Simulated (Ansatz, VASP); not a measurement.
One calculation of Sc, two programs

File INCAR:

```
SYSTEM = Sc
PREC = Accurate
ENCUT = 520
EDIFF = 1E-8
ISMEAR = -1
SIGMA = 0.03
LREAL = .FALSE.
LASPH = .TRUE.
NELM = 100
ALGO = Normal
ISIF = 2
LWAVE = .FALSE.
LCHARG = .FALSE.
LEFG = .TRUE.
NBANDS = 18
```

KPOINTS

```
Automatic mesh
0
G
  13 13 7
  0 0 0
```

File POSCAR:

```
Sc
1.0
    3.3197906621      0.0000000000      0.0000000000
   -1.6598953310      2.8750230486      0.0000000000
    0.0000000000      0.0000000000      5.2855017897
Sc
2
Direct
    0.3333333333      0.6666666667      0.2500000000
    0.6666666667      0.3333333333      0.7500000000
```

Input for Ansatz:

```yaml
crystal:
  lattice:
    - [3.3197906621, 0.0, 0.0]
    - [-1.659895331, 2.8750230486, 0.0]
    - [0.0, 0.0, 5.2855017897]
  atoms:
    - { symbol: Sc, position: [0.3333333333, 0.6666666667, 0.25] }
    - { symbol: Sc, position: [0.6666666667, 0.3333333333, 0.75] }
kpoints:
  mp_grid: { grid: [13, 13, 7] }
scf:
  occupations: { method: fermi_dirac, width: 0.03 }
hamiltonian:
  xc: lda
  pseudopotentials: { kind: paw }
output:
  forces: true
  stress: true
  eigenvalues: true
  efg: { contact_densities: true }
```

Change from the starting cell: volume scaled by 1.01, PAW files.

Alike in both runs: task electric field gradients; functional LDA; k mesh 13 × 13 × 7; occupations fermi-dirac, width 0.03 eV; no spin polarisation.

|  | VASP | Ansatz |
| --- | --- | --- |
| version | VASP 6.6.1 | Ansatz 0.2.0 |
| potentials or method | VASP PAW LDA potentials, release 64 (Sc_sv) | PAW with Ansatz's default frozen-core files, scalar-relativistic |
| plane-wave cutoff (eV) | 520 | 420 |
| valence electrons in the cell | 22 | 22 |

VASP gave:

* pressure (GPa): -5.7
* largest component of the traceless stress (GPa): 1.18
* Vzz of the field gradient on the site that differs most (V/Å²): 9.3

Estimate Ansatz's values.

pressure (GPa): -5.7; largest component of the traceless stress (GPa): 1.18; Vzz of the field gradient on the site that differs most (V/Å²): 8.4.
